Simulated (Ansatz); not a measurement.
Ni2Ge: strain energy, fitted

Ni2Ge, P6_3/mmc, a = 3.972 Å, c = 5.014 Å. The structure is a Materials Project entry; whether it is the stable form wasn't checked. Ansatz: PBEsol, PAW, 420 eV, Γ-centred 12×12×8 mesh on 6 atoms, Gaussian smearing 0.10 eV; no spin polarisation. Series: biaxial strain in the a-b plane, c and atoms relaxed; x is the strain in per cent. y is the free energy over the unstrained cell, V0 = 11.418 Å³/atom.

```tsv
x (%)	y (meV/atom)
-3.0	?
-2.0	13.38
-1.0	3.26
0.0	0.00
1.0	3.12
2.0	12.16
3.0	26.61
```

Q: Fit y = c2 x² + c3 x³ to the other rows, turn c2 into a modulus, and predict the missing energy.

A: Least squares on the rows shown. y = 3.1904 x² − 0.077656 x³. In eV per unit strain² c2 is 31.90; M is the biaxial modulus (E = M V0 ε²): 31.90 × 160.2 / (11.418) = 448 GPa. At x = -3.0 the fit asked for gives 30.81 meV/atom. The run gave 30.78 meV/atom, so the fit is 0.03 meV/atom too high, a small miss on the scale of the series.